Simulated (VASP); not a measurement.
# CuAu (R-3m) in VASP: notebook

One crystal, CuAu, is run at these levels: LDA; tasks: equation of state.

Everything below comes from runs of VASP 6.6.1. Logs are shortened: lines on timing, memory, paths and dates and some standing lists are left out, and cuts for length are marked.

### Step 1. The crystal as given

It takes space group R-3m (No. 166, trigonal). Conventional cell: a = 2.824 Å, b = 2.824 Å, c = 12.302 Å, α = 90.00°, β = 90.00°, γ = 120.00°. Around Au (site symmetry -3m) lie 6 Cu at 2.62 Å and 6 Au at 2.82 Å. Cu (site symmetry -3m) is surrounded by 6 Au at 2.62 Å and 6 Cu at 2.82 Å.

The cell comes from a database or a generator and needn't be the stable form of this composition.

### Step 2. Equation of state, LDA, 13.59 Å³/atom (a relaxed cell with its volume scaled by 0.96)

Contents of INCAR:

```
PREC     = Accurate       # precision mode
ENCUT    = 520            # plane-wave cutoff, eV
EDIFF    = 1E-6           # SCF threshold, eV
ISMEAR   = -1             # smearing method
SIGMA    = 0.05           # smearing width, eV
LREAL    = False          # projectors in reciprocal space
LASPH    = True           # aspherical terms in the spheres
NELM     = 80             # most SCF steps
ALGO     = Fast           # electronic algorithm
ISIF     = 2              # what is computed and relaxed
LWAVE    = False          # write WAVECAR
LCHARG   = False          # write CHGCAR
```

Contents of KPOINTS:

```
Automatic mesh
0
Gamma
  10 10 10
```

Contents of POSCAR:

```
CuAu                                    
1.0
    1.3927253394      0.8040903496      4.0452955291
   -1.3927253394      0.8040903496      4.0452955291
   -0.0000000000     -1.6081806992      4.0452955291
  Au              Cu            
     1     1
Direct
     1.0000000000000000    1.0000000000000000    0.0000000000000000
     0.5000000000000000    0.5000000000000000    0.5000000000000000
```

Potentials or basis: VASP PAW LDA potentials, release 64 (Au, Cu).

Command:

```bash
cat potpaw_LDA.64/Au/POTCAR potpaw_LDA.64/Cu/POTCAR > POTCAR
mpirun -np 1 vasp_std > vasp.out
```

OUTCAR:

```text
PREC = Accurate
   ENCUT = 520
   EDIFF = 1E-6
   ISMEAR = -1
   LREAL = False
   LASPH = True
   NELM = 80
   ISIF = 2

 ion  position               nearest neighbor table
   1  0.000  0.000  0.000-   2 2.58   2 2.58   2 2.58   2 2.58   2 2.58   2 2.58
   2  0.500  0.500  0.500-   1 2.58   1 2.58   1 2.58   1 2.58   1 2.58   1 2.58

  LATTYP: Found a trigonal (rhomboedric) cell.
 ALAT       =     4.3532357022
 COS(alpha) =     0.7952911655

  Lattice vectors:

 A1 = (   1.3927253394,   0.8040903496,   4.0452955291)
 A2 = (  -1.3927253394,   0.8040903496,   4.0452955291)
 A3 = (   0.0000000000,  -1.6081806992,   4.0452955291)

Analysis of symmetry for initial positions (statically):
=====================================================================
 Subroutine PRICEL returns:
 Original cell was already a primitive cell.

 Routine SETGRP: Setting up the symmetry group for a
 trigonal (rhombohedral) supercell.

 Subroutine GETGRP returns: Found 12 space group operations
 (whereof 12 operations were pure point group operations)
 out of a pool of 12 trial point group operations.

The static configuration has the point symmetry D_3d.

Analysis of symmetry for dynamics (positions and initial velocities):
=====================================================================
 Subroutine PRICEL returns:
 Original cell was already a primitive cell.

 Routine SETGRP: Setting up the symmetry group for a
 trigonal (rhombohedral) supercell.

 Subroutine GETGRP returns: Found 12 space group operations
 (whereof 12 operations were pure point group operations)
 out of a pool of 12 trial point group operations.

The dynamic configuration has the point symmetry D_3d.

 Subroutine INISYM returns: Found 12 space group operations
 (whereof 12 operations are pure point group operations),
 and found     1 'primitive' translations

----------------------------------------------------------------------------------------

                                     Primitive cell

  volume of cell :      27.1814

  direct lattice vectors                    reciprocal lattice vectors
     1.392725339  0.804090350  4.045295529     0.359008331  0.207273557  0.082400243
    -1.392725339  0.804090350  4.045295529    -0.359008331  0.207273557  0.082400243
     0.000000000 -1.608180699  4.045295529     0.000000000 -0.414547113  0.082400243

  length of vectors
     4.353235702  4.353235702  4.353235702     0.422657201  0.422657201  0.422657201

  position of ions in fractional coordinates (direct lattice)
[... 91 lines left out ...]
   NUPDOWN=      -1.0000    fix difference up-down
   EMIN   =  10.00;   EMAX   =-10.00  energy-range for DOS
   EFERMI =   0.00;   METHOD = LEGACY
   ISMEAR =    -1;   SIGMA  =   0.05  broadening in eV -4-tet -1-fermi 0-gaus
   EFERMI_NEDOS =   21; number of points for ismear=-14 and -15
   IALGO  =     68    algorithm
   IMIX   =      4    mixing-type and parameters
     AMIX     =   0.40;   BMIX     =  1.00
     AMIX_MAG =   1.60;   BMIX_MAG =  1.00
  volume/ion in A,a.u.               =      13.59        91.71
  Fermi-wavevector in a.u.,A,eV,Ry     =   1.525662  2.883084 31.669544  2.327646
  Thomas-Fermi vector in A             =   2.633802
   LORBIT       =      0    0 simple, 1 ext, 2 COOP (PROOUT), +10 PAW based schemes
   GGA     = CA    functional components
   LHFCALC =     F    Hartree Fock is set to
   AEXX    =    0.0000 exact exchange contribution
   IVDW    =     0    specifies the selected vdW correction
   LEPSILON=     F    determine dielectric tensor
   LRPA    =     F    only Hartree local field effects (RPA)
 non-spin polarized calculation
 RMM-DIIS sequential band-by-band and
  energy-cutoff  :      520.00
  volume of cell :       27.18
 maximum number of plane-waves:       746
   NGX = 17   NGY = 17   NGZ = 17

 number of electron      21.9999997 magnetization

 Free energy of the ion-electron system (eV)
  ---------------------------------------------------
  ext. energy  EPLUGINS =         0.00000000
  ---------------------------------------------------
  free energy    TOTEN  =        -9.07101481 eV

  energy without entropy =       -9.06705220  energy(sigma->0) =       -9.06903350

 E-fermi :   9.5626     XC(G=0): -13.3561

 val. band max:        9.5196103503   @ k =  -0.4000   0.4000   0.1000
 cond. band min:       9.5980907943   @ k =  -0.4000   0.1000   0.1000
 fundamental gap:      0.0784804440
 Fermi energy:         9.5626472027

 k-point     1 :       0.0000    0.0000    0.0000
  band No.  band energies     occupation
      1      -0.9331      2.00000
      2       2.3085      2.00000
      3       4.2515      2.00000
      4       4.2515      2.00000
      5       5.3504      2.00000
      6       5.3504      2.00000
      7       6.5613      2.00000
      8       7.1714      2.00000
      9       7.1714      2.00000
     10       7.9821      2.00000
     11       7.9821      2.00000
     12       9.3695      1.95884
     13      15.2796      0.00000
     14      24.0986      0.00000
[... 401 lines left out ...]
      2       2.8730      2.00000
      3       3.6726      2.00000
      4       4.7680      2.00000
      5       4.9920      2.00000
      6       6.6701      2.00000
      7       6.7014      2.00000
      8       7.1299      2.00000
      9       7.4836      2.00000
     10       7.6906      2.00000
     11       7.9574      2.00000
     12      11.5641      0.00000
     13      17.0198      0.00000
     14      18.0199      0.00000
     15      19.4477      0.00000

 [... further k-points ...]

------------------------ aborting loop because EDIFF is reached ----------------------------------------

  FORCE on cell =-STRESS in cart. coord.  units (eV):
  Direction    XX          YY          ZZ          XY          YZ          ZX
  --------------------------------------------------------------------------------------
  -------------------------------------------------------------------------------------
  Total        1.3882216      1.3882216      1.5243187      0.0000000      0.0000000      0.0000000
  in kB       81.8271713     81.8271713     89.8492646      0.0000000      0.0000000      0.0000000
  external PRESSURE =      84.5012024 kB  Pullay stress =       0.0000000 kB

 VOLUME and BASIS-vectors are now :
 -----------------------------------------------------------------------------
  energy-cutoff  :      520.00
  volume of cell :       27.18
      direct lattice vectors                 reciprocal lattice vectors
     1.392725339  0.804090350  4.045295529     0.359008331  0.207273557  0.082400243
    -1.392725339  0.804090350  4.045295529    -0.359008331  0.207273557  0.082400243
     0.000000000 -1.608180699  4.045295529     0.000000000 -0.414547113  0.082400243

 POSITION                                       TOTAL-FORCE (eV/Angst)
 -----------------------------------------------------------------------------------
      0.00000      0.00000      0.00000         0.000000      0.000000      0.000000
      0.00000      0.00000      6.06794         0.000000     -0.000000     -0.000000
 -----------------------------------------------------------------------------------
    total drift:                               -0.000000      0.000000      0.000000

  FREE ENERGIE OF THE ION-ELECTRON SYSTEM (eV)
  ---------------------------------------------------
  free  energy   TOTEN  =        -9.0710148068 eV

  energy  without entropy=       -9.0670522015  energy(sigma->0) =       -9.06903350
```

OSZICAR:

```text
N       E                     dE             d eps       ncg     rms          rms(c)
DAV:   1     0.129184464936E+03    0.12918E+03   -0.11238E+04  3663   0.214E+03
DAV:   2    -0.524875449500E+01   -0.13443E+03   -0.12860E+03  3543   0.342E+02
DAV:   3    -0.101525565395E+02   -0.49038E+01   -0.48390E+01  4349   0.750E+01
[... 12 lines left out ...]
RMM:  16    -0.907104077686E+01    0.55688E-04   -0.73283E-05  4264   0.119E-01    0.528E-02
RMM:  17    -0.907103045147E+01    0.10325E-04   -0.13715E-05  3932   0.450E-02    0.325E-02
RMM:  18    -0.907101767392E+01    0.12778E-04   -0.18897E-05  4024   0.688E-02    0.175E-02
RMM:  19    -0.907101513453E+01    0.25394E-05   -0.57042E-06  3280   0.334E-02    0.919E-03
RMM:  20    -0.907101480682E+01    0.32771E-06   -0.21179E-06  2363   0.153E-02
   1 F= -.90710148E+01 E0= -.90690335E+01  d E =-.396261E-02
```

stdout:

```text
POSCAR found type information on POSCAR AuCu
 POSCAR found :  2 types and       2 ions
 scaLAPACK will be used
 LDA part: xc-table for (Slater(with rela. corr.)+CA(PZ))
 , standard interpolation
 POSCAR, INCAR and KPOINTS ok, starting setup
 FFT: planning ... GRIDC
 FFT: planning ... GRID_SOFT
 FFT: planning ... GRID
 WAVECAR not read
 entering main loop
```

It took 66 s on 1 thread of Intel Xeon Platinum 8488C (Sapphire Rapids), shared host; peak memory 0.2 GiB.

Results:

| Property | Result |
| --- | --- |
| Free energy | -9.0710 eV |
| Pressure | 8.5 GPa |
| Band gap on the k mesh | none (metal or under the smearing width) |

### Step 3. Equation of state, LDA, 13.87 Å³/atom (a relaxed cell with its volume scaled by 0.98)

INCAR is that of step 2.

KPOINTS is that of step 2.

Contents of POSCAR:

```
CuAu                                    
1.0
    1.4023306452      0.8096359755      4.0731950006
   -1.4023306452      0.8096359755      4.0731950006
   -0.0000000000     -1.6192719510      4.0731950006
  Au              Cu            
     1     1
Direct
     1.0000000000000000    1.0000000000000000    0.0000000000000000
     0.5000000000000000    0.5000000000000000    0.5000000000000000
```

Potentials or basis: VASP PAW LDA potentials, release 64 (Au, Cu).

Command:

```bash
cat potpaw_LDA.64/Au/POTCAR potpaw_LDA.64/Cu/POTCAR > POTCAR
mpirun -np 1 vasp_std > vasp.out
```

Wall time 2.1 min (1 thread of Intel Xeon Platinum 8488C (Sapphire Rapids), shared host); peak memory 0.22 GiB.

Results (log left out):

| Property | Result |
| --- | --- |
| Free energy | -9.0926 eV |
| Pressure | 4.0 GPa |
| Band gap on the k mesh | none (metal or under the smearing width) |

### Step 4. Equation of state, LDA, 14.16 Å³/atom

INCAR is that of step 3.

KPOINTS is that of step 3.

Contents of POSCAR:

```
CuAu                                    
1.0
    1.4118061397      0.8151066548      4.1007174233
   -1.4118061397      0.8151066548      4.1007174233
   -0.0000000000     -1.6302133096      4.1007174233
  Au              Cu            
     1     1
Direct
     1.0000000000000000    1.0000000000000000    0.0000000000000000
     0.5000000000000000    0.5000000000000000    0.5000000000000000
```

Command:

```bash
cat potpaw_LDA.64/Au/POTCAR potpaw_LDA.64/Cu/POTCAR > POTCAR
mpirun -np 1 vasp_std > vasp.out
```

Run time: 2.3 min. Hardware: 1 thread of Intel Xeon Platinum 8488C (Sapphire Rapids), shared host; peak memory 0.23 GiB.

The run converged. Its results:

| Quantity | Value |
| --- | --- |
| Free energy | -9.0994 eV |
| Pressure | 0.2 GPa |
| Band gap on the k mesh | none (metal or under the smearing width) |

### Step 5. Equation of state, LDA, 14.44 Å³/atom (a relaxed cell with its volume scaled by 1.02)

INCAR is that of step 4.

KPOINTS is that of step 4.

Contents of POSCAR:

```
CuAu                                    
1.0
    1.4211561217      0.8205048695      4.1278752838
   -1.4211561217      0.8205048695      4.1278752838
   -0.0000000000     -1.6410097389      4.1278752838
  Au              Cu            
     1     1
Direct
     1.0000000000000000    1.0000000000000000    0.0000000000000000
     0.5000000000000000    0.5000000000000000    0.5000000000000000
```

Command:

```bash
cat potpaw_LDA.64/Au/POTCAR potpaw_LDA.64/Cu/POTCAR > POTCAR
mpirun -np 1 vasp_std > vasp.out
```

It took 2.2 min on 1 thread of Intel Xeon Platinum 8488C (Sapphire Rapids), shared host; peak memory 0.23 GiB.

Results (log left out):

```yaml
Free_energy: -9.0931 eV
Pressure: -3.2 GPa
Band_gap_on_the_k_mesh: none (metal or under the smearing width)
```

### Step 6. Equation of state, LDA, 14.72 Å³/atom (a relaxed cell with its volume scaled by 1.04)

INCAR is that of step 5.

KPOINTS is that of step 5.

Contents of POSCAR:

```
CuAu                                    
1.0
    1.4303846668      0.8258329724      4.1546804199
   -1.4303846668      0.8258329724      4.1546804199
   -0.0000000000     -1.6516659449      4.1546804199
  Au              Cu            
     1     1
Direct
     1.0000000000000000    1.0000000000000000    0.0000000000000000
     0.5000000000000000    0.5000000000000000    0.5000000000000000
```

Potentials or basis: VASP PAW LDA potentials, release 64 (Au, Cu).

Command:

```bash
cat potpaw_LDA.64/Au/POTCAR potpaw_LDA.64/Cu/POTCAR > POTCAR
mpirun -np 1 vasp_std > vasp.out
```

Wall time 2.2 min (1 thread of Intel Xeon Platinum 8488C (Sapphire Rapids), shared host); peak memory 0.23 GiB.

The run converged. Its results:

* Free energy: -9.0755 eV
* Pressure: -6.2 GPa
* Band gap on the k mesh: none (metal or under the smearing width)

### Step 7. Equation of state, LDA

Potentials or basis: VASP PAW LDA potentials, release 64 (Au, Cu).

No new run: the results of the series are fitted here.

What came out:

| Item | Value |
| --- | --- |
| Equilibrium volume | 14.16 Å³/atom |
| Bulk modulus at fixed shape and positions | 183 GPa |
| Pressure derivative of the bulk modulus | 5.4 (rough: it moves with the points fitted) |

Energy against volume, from the lowest point:
```csv
volume (Å³/atom),energy (meV/atom)
13.591,14.17
13.874,3.40
14.157,0.00
14.440,3.10
14.723,11.91
```

Caveat: the cell was scaled at fixed shape and fractional positions, which overstates the stiffness of a crystal with free parameters, most of all of layers and chains. Spin-orbit coupling is left out, which matters for the levels of Au.
